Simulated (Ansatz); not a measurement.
17O NMR of the central transition in CO2

Cell: a computed structure from the Materials Project (it need not be an observed phase).

```cif
data_CO2
_symmetry_space_group_name_H-M 'Pna2_1'
_symmetry_Int_Tables_number 33
_cell_length_a 10.9947
_cell_length_b 3.7668
_cell_length_c 5.5833
_cell_angle_alpha 90.000
_cell_angle_beta 90.000
_cell_angle_gamma 90.000
loop_
_atom_site_label
_atom_site_type_symbol
_atom_site_symmetry_multiplicity
_atom_site_Wyckoff_symbol
_atom_site_fract_x
_atom_site_fract_y
_atom_site_fract_z
C C 4 a 0.6638 0.2373 0.1023
O5 O 4 a 0.5654 0.3277 0.0486
O9 O 4 a 0.7625 0.1467 0.1571
```

One atom of each set is listed.

All values are calculated (Ansatz; DFT, PBE, plane waves and PAW, scalar-relativistic, 420 eV cutoff, Γ-centred 2×6×4 k-points, Fermi–Dirac smearing 0.02 eV), not measured.

17O has I = 5/2 and Q = -25.58 mb (Pyykkö 2018); at 9.4 T its Larmor frequency is ν₀ = 54.3 MHz. Only the quadrupole interaction is simulated: positions count from each site's isotropic chemical shift, and J coupling is left out, as are shift anisotropy and dipolar coupling, which fast spinning averages.

Simulated pattern of one O site (fast magic-angle spinning, Gaussian broadening 0.2 kHz):

| offset (kHz) | height |
| --- | --- |
| -5.229 | 0 |
| -5.019 | 3 |
| -4.809 | 5 |
| -4.599 | 6 |
| -4.390 | 6 |
| -4.180 | 6 |
| -3.970 | 6 |
| -3.761 | 7 |
| -3.551 | 7 |
| -3.341 | 16 |
| -3.131 | 72 |
| -2.922 | 65 |
| -2.712 | 48 |
| -2.502 | 42 |
| -2.293 | 40 |
| -2.083 | 39 |
| -1.873 | 40 |
| -1.663 | 42 |
| -1.454 | 45 |
| -1.244 | 51 |
| -1.034 | 68 |
| -0.824 | 100 |
| -0.615 | 40 |
| -0.405 | 1 |

**Question.** Which |C_Q| and η does the pattern imply?

**Answer.** The pattern spans 4.40 kHz before broadening and its centre of gravity is at -2.02 kHz, which fixes P_Q; the places of the horns and steps fix η. That gives P_Q = 4.27 MHz, |C_Q| = 4.27 MHz and η = 0.05, the values that the calculation gives site O5 (1 C at 1.17 Å). The other sites have |C_Q| = 4.69 MHz. The sign of C_Q can't be read from the pattern.

At O5 V_zz points along its bond to C (within 1°).

The largest force is 0.6 eV/Å, so the atoms aren't at the calculated equilibrium and relaxing them would move these values. A computed database structure should lie near equilibrium, so this entry is doubtful.

Hardware: 1 thread of Intel Xeon Platinum 8375C CPU @ 2.90GHz (Ice Lake) (x86_64; 90 cores open to the job, memory cap 2.5 GiB, no GPU), a shared host with a load of 0.7 a core. Wall time 25 s, CPU time 25 s, peak memory 0.5 GiB.
